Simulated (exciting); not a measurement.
# BeS: the Be K edge from the Bethe–Salpeter equation, part 2 of 2

How far do the exchange and direct terms reshape the Be K edge of BeS?

exciting sodium; X-ray absorption, core-level Bethe-Salpeter equation, exchange and statically screened direct term, Tamm-Dancoff, all-electron LAPW+lo PBEsol.

So far. Step 6 (Exchange alone): Maxima (height): 3.7 eV (0.34), 8.2 eV (0.26), 12.1 eV (0.33), 14.3 eV (0.38) and 16.9 eV (0.30). The spectrum differs from the independent-particle run by 11 % r.m.s. The highest maximum lies at 14.3 eV (0.38), against 3.5 eV (0.40). Step 7 (Direct term alone): Maxima (height): -0.5 eV (1.41) and 10.4 eV (0.24). Against the singlet run the r.m.s. difference is 34 %. Moving the earlier curve by -0.4 eV leaves 18 %. The highest maximum lies at -0.5 eV (1.41), against 0.1 eV (1.00).

The database entry behind the starting cell differs from later determinations by our own check (0.1 to 0.3 % short, probably kX units), so it need not match the best structure at ambient conditions.

### Step 8. Ground state with other settings

Level of this step: all-electron LAPW+lo DFT, PBEsol, ZORA valence, Dirac core, self-consistent field (exciting).

In this try the input is made faulty on purpose, to show what that does.

Input file input.xml:

```
<input>
  <title>BeS</title>
  <structure speciespath="." autormt="false" epslat="1.0e-5">
    <crystal>
      <basevect>0.0000000000 4.5825858514 4.5825858514</basevect>
      <basevect>4.5825858514 0.0000000000 4.5825858514</basevect>
      <basevect>4.5825858514 4.5825858514 0.0000000000</basevect>
    </crystal>
    <species speciesfile="S.xml" rmt="1.624">
      <atom coord="0.7500000000 0.7500000000 0.7500000000"/>
    </species>
    <species speciesfile="Be.xml" rmt="2.226">
      <atom coord="0.0000000000 0.0000000000 0.0000000000"/>
    </species>
  </structure>
  <groundstate do="fromscratch" xctype="GGA_PBE_SOL" ngridk="5 5 5" rgkmax="7" gmaxvr="14" nempty="8" swidth="0.001" maxscl="3" epsengy="1e-5"/>
</input>
```

Input file SPECIES.xml, added lines:

```
<lo l="L">  <!-- L = 0, 1, 2 -->
  <wf matchingOrder="0" trialEnergy="0.1500" searchE="false"/>
  <wf matchingOrder="1" trialEnergy="0.1500" searchE="false"/>
  <wf matchingOrder="0" trialEnergy="0.9000" searchE="false"/>
</lo>
```

Command:

```
$ OMP_NUM_THREADS=1 mpirun -n 2 exciting
```

Numbers of over 12 decimals in the logs are rounded to 6 here.

The log of the run:

```text
EXCITING SODIUM started
********************************************************************************
* Ground-state run starting from atomic densities                              *
********************************************************************************
+ Starting initialization                                                      +
[... lattice and species ...]
 Spin treatment                             :    spin-unpolarised
 Number of Bravais lattice symmetries       :      48
 Number of crystal symmetries               :      24
 k-point grid                               :       5    5    5
 Total number of k-points                   :      14
 k-point set is reduced with crystal symmetries
 R^MT_min * |G+k|_max (rgkmax)              :       7.00000000
 Species with R^MT_min                      :       1 (S)
 Maximum |G+k| for APW functions            :       4.31034483
 Maximum |G| for potential and density      :      14.00000000
 G-vector grid sizes                        :      30    30    30
 Total number of G-vectors                  :    8873
 Maximum angular momentum used for
     APW functions                          :       8
     computing H and O matrix elements      :       8
     potential and density                  :       8
     inner part of muffin-tin               :       2
 Total nuclear charge                       :     -20.00000000
 Total electronic charge                    :      20.00000000
 Total core charge                          :      12.00000000
 Total valence charge                       :       8.00000000
 Number of empty states                     :       8
 Total number of valence states             :      13
 Maximum Hamiltonian size                   :     297
 Maximum number of plane-waves              :     274
 Total number of local-orbitals             :      23
 Exchange-correlation type                  :      22
     PBEsol, Phys. Rev. Lett. 100, 136406 (2008)
     Generalised gradient approximation (GGA)
 Smearing scheme                            :    Gaussian
 Smearing width                             :       0.00100000
 Using multisecant Broyden potential mixing
+ Ending initialization                                                        +
********************************************************************************
* Groundstate module started                                                   *
********************************************************************************
 Output level for this task is set to normal
+ Self-consistent loop started                                                 +
 Density and potential initialised from atomic data
+ SCF iteration number :    1                                                  +
 Total energy                               :      -414.82517903
[...]
Total energy                               :      -414.10851444
 _______________________________________________________________
 Fermi energy                               :         0.20787288
 Kinetic energy                             :       414.39259272
 Coulomb energy                             :      -800.63571627
 Exchange energy                            :       -26.98765812
 Correlation energy                         :        -0.87773276
 DOS at Fermi energy (states/Ha/cell)       :         0.00000000
 Electron charges :
     core                                   :        12.00000000
     core leakage                           :         0.00338322
     valence                                :         8.00000000
     interstitial                           :         3.66185069
     charge in muffin-tin spheres :
                  atom     1     S          :        12.63700386
                  atom     2    Be          :         3.70114546
     total charge in muffin-tins            :        16.33814931
     total charge                           :        20.00000000
 Estimated fundamental gap                  :         0.13057866
        valence-band maximum at    1      0.0000  0.0000  0.0000
     conduction-band minimum at   10      0.4000  0.4000  0.0000
 RMS change in effective potential (target) :   2.14867      ( 0.100000E-05)
 Absolute change in total energy   (target) :  0.716665      ( 0.100000E-04)
 Charge distance                   (target) :  0.569468E-02  ( 0.100000E-04)
+ Reached self-consistent loops maximum :    3                                 +
 Total energy                               :      -413.70188403
 _______________________________________________________________
 Fermi energy                               :         0.21247480
 Kinetic energy                             :       414.62016605
 Coulomb energy                             :      -800.47324452
 Exchange energy                            :       -26.97077162
 Correlation energy                         :        -0.87803393
 DOS at Fermi energy (states/Ha/cell)       :         0.00000000
 Electron charges :
     core                                   :        12.00000000
     core leakage                           :         0.00339100
     valence                                :         8.00000000
     interstitial                           :         3.68356554
     charge in muffin-tin spheres :
                  atom     1     S          :        12.61083284
                  atom     2    Be          :         3.70560162
     total charge in muffin-tins            :        16.31643446
     total charge                           :        20.00000000
 Estimated fundamental gap                  :         0.12553890
        valence-band maximum at    1      0.0000  0.0000  0.0000
     conduction-band minimum at   10      0.4000  0.4000  0.0000
+ Self-consistent loop stopped                                                 +
 STATE.OUT is written
********************************************************************************
* Groundstate module stopped                                                   *
********************************************************************************
 Total time spent (seconds)                 :         2.99
- CAUTION! Warnings have been written in file WARNING.OUT !                    -
| EXCITING SODIUM stopped                                                      =
```

Run time: 4.5 s. Hardware: 2 MPI ranks of Arm Neoverse V1, shared host.

The run stopped without converging, so none of its numbers is a property of the system.

The fault put into the input: the self-consistent loop is cut at three steps.

### Step 9. From independent particles to the full kernel

| level | curve passes 0.15 (eV) | highest maximum (eV) | its height |
| --- | --- | --- | --- |
| IP | 1.5 | 3.5 | 0.40 |
| RPA | 1.9 | 14.3 | 0.38 |
| direct only | -1.9 | -0.5 | 1.41 |
| singlet | -1.5 | 0.1 | 1.00 |

| E (eV) | IP | RPA | direct only | singlet |
| --- | --- | --- | --- | --- |
| -4.0 | 0.01 | 0.01 | 0.03 | 0.03 |
| -3.0 | 0.01 | 0.01 | 0.06 | 0.04 |
| -2.0 | 0.01 | 0.01 | 0.15 | 0.09 |
| -1.0 | 0.02 | 0.02 | 0.76 | 0.36 |
| 0.0 | 0.04 | 0.03 | 1.06 | 1.00 |
| 1.0 | 0.11 | 0.08 | 0.54 | 0.69 |
| 2.0 | 0.23 | 0.17 | 0.31 | 0.37 |
| 3.0 | 0.36 | 0.28 | 0.25 | 0.28 |
| 4.0 | 0.37 | 0.32 | 0.24 | 0.26 |
| 5.0 | 0.30 | 0.27 | 0.24 | 0.26 |
| 6.0 | 0.29 | 0.27 | 0.22 | 0.23 |
| 7.0 | 0.27 | 0.25 | 0.21 | 0.23 |
| 8.0 | 0.27 | 0.26 | 0.19 | 0.21 |
| 9.0 | 0.25 | 0.24 | 0.20 | 0.22 |
| 10.0 | 0.23 | 0.22 | 0.22 | 0.24 |
| 11.0 | 0.26 | 0.24 | 0.21 | 0.24 |
| 12.0 | 0.34 | 0.32 | 0.15 | 0.18 |
| 13.0 | 0.30 | 0.29 | 0.16 | 0.19 |
| 14.0 | 0.36 | 0.37 | 0.11 | 0.14 |
| 15.0 | 0.28 | 0.31 | 0.11 | 0.12 |
| 16.0 | 0.26 | 0.28 | 0.10 | 0.12 |
| 17.0 | 0.27 | 0.30 | 0.09 | 0.10 |

### Step 10. Summary of results

| Property | Result |
| --- | --- |
| absorber and edge | Be K, atom 2 |
| surroundings | 4 S at 2.10 Å (tetrahedral, site symmetry -43m) |
| first bright state | -0.51 eV from the Kohn–Sham onset, on this mesh |
| highest maximum | 0.1 eV |
| cost of the BSE run | 29 min on 2 MPI ranks of Arm Neoverse V1, shared host; the last task ran on as many threads |

What this shows: Is a core exciton bound? Yes on this mesh: the first bright state (over 5 % of the brightest) lies at -0.51 eV from the Kohn–Sham onset; weaker or dark states reach down to -0.64 eV. Exchange alone changes the independent-particle spectrum by 11 % r.m.s. Leaving exchange out of the full kernel changes the spectrum by 34 % r.m.s. A mesh of 216 points doesn't converge binding energies. Exchange and the short-range direct term aren't converged in the kernel cutoff. The zero comes from the shifted mesh, which comes near the band minimum without meeting it. The Kohn–Sham onset, 101 eV, is no photon energy (tabulated edge of the element: 111.5 eV): the scale needs a rigid shift. No quasiparticle correction widens the gap or stretches the bands. Vibrations and energy-dependent lifetimes are left out. The structure is a published determination, not relaxed.

[Banner, clock and machine lines of the logs are left out without a mark of their own.]

[Logs are printed without paths, hosts, clocks, repeated set-up lines and the standing remarks that a program may print on its own settings, such as how far it seeks lower states.]

[Hosts, paths, dates, database ids (printed as entryN), source tags and the programs' standing remarks are cut or masked in the printed files.]
